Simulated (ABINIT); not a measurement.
Ge:

```
Ge
1.0
     0.00000    2.82891    2.82891
     2.82891    0.00000    2.82891
     2.82891    2.82891    0.00000
Ge
2
Cartesian
  4.2434 4.2434 4.2434
  2.8289 2.8289 2.8289
```

| Item | Value |
| --- | --- |
| Program | ABINIT 10.8.3 (patched build) |
| Task | relaxation of cell and atoms |
| Functional | PBE |
| Potentials or basis | SG15 NC PBE v1.2 |
| Cutoff | 599 eV |
| k mesh | 6 × 6 × 6 |
| Occupations | fermi-dirac, width 0.05 eV |
| Spin | no spin polarisation |

At the start: pressure 3.9 GPa; volume 22.64 Å³/atom.

Q: Where does the relaxation end?

A: Over 4 steps the energy falls by 16.7 meV/atom and the volume is 24.05 Å³/atom (+6.2 %); space group Fd-3m (No. 227, to 0.05 Å).

The path:
```tsv
step	energy change (eV)	largest force (eV/Å)	pressure (GPa)	volume (Å³)
1	0.0000	0.0000	3.94	45.28
2	-0.0121	0.0000	3.12	45.83
3	-0.0334	0.0000	0.02	48.08
4	-0.0334	0.0000	0.00	48.10
```

Final structure:
```
Ge
1.0
     0.00000    2.88648    2.88648
     2.88648    0.00000    2.88648
     2.88648    2.88648    0.00000
Ge
2
Cartesian
  4.3297 4.3297 4.3297
  2.8865 2.8865 2.8865
```

The cell as given is a measured one (22.64 Å³/atom); PBE puts the equilibrium volume +6.2 % from it, thermal expansion not counted.
